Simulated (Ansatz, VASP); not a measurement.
**Two plane-wave programs on Se**

INCAR

```
SYSTEM = Se
PREC = Accurate
ENCUT = 600
EDIFF = 1E-7
ISMEAR = -1
SIGMA = 0.08
LREAL = .FALSE.
LASPH = .TRUE.
NELM = 60
ALGO = Normal
ISIF = 3
LWAVE = .FALSE.
LCHARG = .FALSE.
GGA = PE
IBRION = 2
NSW = 60
EDIFFG = -0.005
```

KPOINTS

```
regular mesh
0
G
  15 15 15
  0 0 0
```

POSCAR

```
Se
1.0
    2.8306163882      0.0000000000      0.0000000000
    0.0000000000      2.8306163882      0.0000000000
    0.0000000000      0.0000000000      2.8306163882
Se
1
Direct
    0.0000000000      0.0000000000      0.0000000000
```

Input for Ansatz:

```yaml
crystal:
  lattice:
    - [2.8306163882, 0.0, 0.0]
    - [0.0, 2.8306163882, 0.0]
    - [0.0, 0.0, 2.8306163882]
  atoms:
    - { symbol: Se, position: [0.0, 0.0, 0.0] }
kpoints:
  mp_grid: { grid: [15, 15, 15] }
scf:
  occupations: { method: fermi_dirac, width: 0.08 }
hamiltonian:
  xc: pbe
  pseudopotentials: { kind: paw }
output:
  forces: true
  stress: true
relax:
  f_tol: 0.005
  max_steps: 40
  cell: {}
```

Alike in both runs: task relaxation of cell and atoms; functional PBE; k mesh 15 × 15 × 15; occupations fermi-dirac, width 0.08 eV; no spin polarisation.

```csv
,VASP,Ansatz
version,VASP 6.6.1,Ansatz 0.2.0
potentials or method,"VASP PAW PBE potentials, release 64 (Se)","PAW with Ansatz's default frozen-core files, scalar-relativistic"
plane-wave cutoff (eV),600,420
valence electrons in the cell,6,16
```

Ansatz gave:

- relaxed volume (Å³/atom): 22.64
- relaxed cell length with the largest relative difference (Å): 2.829

Question: Which values does VASP return?

Answer: Relaxed volume (Å³/atom): 22.66; relaxed cell length with the largest relative difference (Å): 2.830.

The two sets of potentials don't hold the same shells in valence.
